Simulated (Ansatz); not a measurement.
**Ca in Ansatz: the effect of functional**

The system is Ca.

```
Ca
1.0
     0.00000    2.81271    2.81271
     2.81271    0.00000    2.81271
     2.81271    2.81271    0.00000
Ca
1
Direct
  0.00000 0.00000 0.00000
```

The cell isn't the ideal one: volume scaled by 1.02.

Alike in all runs:

| Quantity | Value |
| --- | --- |
| Program | Ansatz 0.2.0 |
| Task | single point |
| Potentials or basis | Ansatz PAW |
| k mesh | 8 × 8 × 8 |
| Occupations | fermi-dirac, width 0.05 eV |
| Spin | no spin polarisation |

```csv
functional,cutoff,pressure (GPa)
LDA,420 eV (not typed: the program's choice for these potentials),?
r2SCAN,500 eV (not typed: the program's choice for these potentials),-0.5
PBE,420 eV (not typed: the program's choice for these potentials),-0.9
```

Task: What does the run with functional LDA give?

Result: Pressure -2.4 GPa.

Caveats: the PAW data sets come from PBE, with cores solved anew for the run's functional, which leaves a small shift of forces and pressure (some runs).
